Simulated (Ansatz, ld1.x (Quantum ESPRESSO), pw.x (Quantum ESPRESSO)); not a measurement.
## Equation-of-state test of one ultrasoft potential (zinc)

| Property | Result |
| --- | --- |
| Element | zinc |
| Generator | ld1.x (Quantum ESPRESSO) 7.5 |
| Type | ultrasoft |
| Functional | PBE |
| Relativity | scalar-relativistic |
| Frozen core | [Ne] |
| Valence charge | 20 |
| Reference configuration | 3s2 3p6 3d10 4s2 4p0 |
| Partial waves | 3s (bound): rcut 0.95, rcutus 1.05 bohr; 4s (bound): rcut 0.95, rcutus 1.05 bohr; 3p (bound): rcut 1.15, rcutus 1.55 bohr; 4p (bound, empty): rcut 1.15, rcutus 1.55 bohr; 3d (bound): rcut 1.15, rcutus 1.55 bohr; 3d channel at -0.3 Ry: rcut 1.15, rcutus 1.55 bohr |
| Local potential | all-electron potential smoothed inside 0.80 bohr (lloc = -2) |
| Core correction | none |
| Augmentation charge | PSQ, inside the norm-conserving radii |

Crystal test: fcc Zn in pw.x 7.5, no spin, 14³ k-points, Fermi–Dirac smearing 0.01 Ry, cutoffs 120/900 Ry. The reference is all-electron LAPW (Ansatz 0.2.0) with the same functional, mesh and smearing; V0 and B0 come from Birch–Murnaghan fits to the pressures at five volumes. Errors are pseudo minus all-electron; Δ is the rms difference of the E(V) curves that follow from these fits, minima aligned, over ±6 % about the mean V0. Mesh and smearing are coarse, so the numbers serve the comparison and aren't converged zero-temperature values; the lattice is a test structure that the element need not adopt.

| V (Å³/atom) | P all-electron (GPa) | P pseudo (GPa) |
| --- | --- | --- |
| 14.479 | 3.75 | 3.63 |
| 14.860 | 1.59 | 1.38 |
| 15.241 | -0.27 | -0.72 |
| 15.622 | -1.85 | -2.44 |
| 16.003 | -3.21 | -3.79 |

All-electron: a0 = 3.931 Å (V0 = 15.18 Å³/atom), B0 = 69.9 GPa.

Pseudopotential: mean pressure error (GPa): -0.39; a0 (Å): 3.924; a0 error (%): -0.18; B0 error (%): +10.8; Δ (meV/atom): 1.3. This is a poor potential for the solid.

Q: At the middle volume, how do free energy and pressure move when the wave cutoff is lowered (ecutrho held at 900 Ry)?

A:

```json
{"cutoff (Ry)": "54", "shift of F (meV/atom)": "+338.9", "shift of P (GPa)": "-10.24"}
{"cutoff (Ry)": "72", "shift of F (meV/atom)": "+67.6", "shift of P (GPa)": "-2.91"}
{"cutoff (Ry)": "96", "shift of F (meV/atom)": "+9.0", "shift of P (GPa)": "-0.51"}
```

The run at the middle volume (104 k-points, 11 iterations) took about 82 s on one core of a shared host (Neoverse-V2, 96 threads, 742 GiB, load 70).
